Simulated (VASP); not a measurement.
# AlN: relaxation of cell and atoms with LDA

AlN:

```
Al N
1.0
     3.09182    0.00000    0.00000
    -1.54591    2.67759    0.00000
     0.00000    0.00000    4.94843
Al N
2 2
Cartesian
  0.0000 1.7851 4.9436
  1.5459 0.8925 2.4694
  0.0000 1.7851 1.8853
  1.5459 0.8925 4.3595
```

```json
{
  "Program": "VASP 6.6.1",
  "Task": "relaxation of cell and atoms",
  "Functional": "LDA",
  "Potentials or basis": "VASP PAW LDA potentials, release 64 (Al, N)",
  "Cutoff": "520 eV",
  "k mesh": "12 × 12 × 6",
  "Occupations": "gaussian, width 0.02 eV",
  "Spin": "no spin polarisation",
  "Further INCAR settings": "ALGO = Normal; EDIFF = 1e-07; IBRION = 2; EDIFFG = -0.002; NSW = 80; ISIF = 3"
}
```

```json
{"Pressure after relaxing": "0.0 GPa", "Band gap on the k mesh": "4.40 eV, direct"}
```

Final structure:
```
Al N
1.0
     3.09182    0.00000    0.00000
    -1.54591    2.67759    0.00000
     0.00000    0.00000    4.94843
Al N
2 2
Direct
  0.33333 0.66667 0.99902
  0.66667 0.33333 0.49902
  0.33333 0.66667 0.38098
  0.66667 0.33333 0.88098
```

Levels at points of the mesh, in eV from the valence-band top:
| k point | band 4 | band 5 | band 6 | band 7 | band 8 | band 9 | band 10 | band 11 | band 12 |
| --- | --- | --- | --- | --- | --- | --- | --- | --- | --- |
| (0.00, 0.00, 0.00) | -0.89 | -0.89 | -0.23 | -0.23 | 0.00 | 4.40 | 6.70 | 10.63 | 11.08 |
| (0.50, 0.00, 0.00) | -4.25 | -3.43 | -2.14 | -1.84 | -0.71 | 5.72 | 5.72 | 8.24 | 10.27 |
| (0.00, 0.00, 0.50) | -3.37 | -0.57 | -0.57 | -0.57 | -0.57 | 6.58 | 6.58 | 10.30 | 10.30 |
| (0.50, 0.00, 0.50) | -5.74 | -1.51 | -1.51 | -1.40 | -1.40 | 5.25 | 5.25 | 9.19 | 9.19 |

Wall time 14 s on 4 MPI ranks on AMD EPYC 7R43 64-Core Processor (Zen 3), on a shared host, peak memory 0.12 GiB a rank.

Caveat: the relaxation stopped at its first step, so nothing moved. LDA gaps usually lie below the measured ones, often by a third to a half.
